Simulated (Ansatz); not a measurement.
# Si2Mo: single point with PBE0

Crystal: Si2Mo.

```
Mo Si
1.0
    -1.60000    1.60000    3.93050
     1.60000   -1.60000    3.93050
     1.60000    1.60000   -3.93050
Mo Si
1 2
Direct
  0.00000 0.00000 0.00000
  0.66700 0.66700 0.00000
  0.33300 0.33300 0.00000
```

```yaml
Program: Ansatz 0.2.0
Task: single point
Functional: PBE0
Potentials_or_basis: Ansatz PAW
Cutoff: "420 eV (not typed: the program's choice for these potentials)"
k_mesh: 6 × 6 × 6
Occupations: fermi-dirac, width 0.05 eV
Spin: no spin polarisation
```

* Pressure: -4.1 GPa
* Largest force: 0.458 eV/Å
* Band gap on the k mesh: none (metal or under the smearing width)

Forces on the atoms (eV/Å):
```
Mo   0.000  0.000  0.000
Si   0.000  0.000 -0.458
Si   0.000  0.000  0.458
```

Stress tensor (GPa, compression positive):
```
-3.25  0.00  0.00
 0.00 -3.25  0.00
 0.00  0.00 -5.82
```

Levels at points of the mesh, in eV from the Fermi level:
| k point | band 9 | band 10 | band 11 | band 12 | band 13 | band 14 |
| --- | --- | --- | --- | --- | --- | --- |
| (0.00, 0.00, 0.00) | -3.79 | -3.79 | 0.35 | 3.59 | 3.64 | 4.18 |
| (0.00, 0.00, -0.50) | -5.80 | -4.26 | -2.11 | 3.30 | 3.56 | 3.60 |
| (0.00, -0.50, 0.00) | -3.64 | -3.59 | -1.30 | 3.20 | 3.56 | 4.89 |
| (-0.50, -0.50, -0.50) | -1.32 | -1.32 | -1.04 | -1.04 | 0.59 | 5.31 |

Wall time 83 s on 1 × NVIDIA H100 80GB HBM3 with 2 threads of AMD EPYC 7R13 Processor (Zen 3) (shared host), peak memory 2.2 GiB.

Caveat: the k mesh is coarse (spacing up to 0.46 Å⁻¹), so the values aren't converged, least of all with exact exchange; the PAW data sets come from PBE, with cores solved anew for the run's functional, which leaves a small shift of forces and pressure; the thresholds are loose for stress.
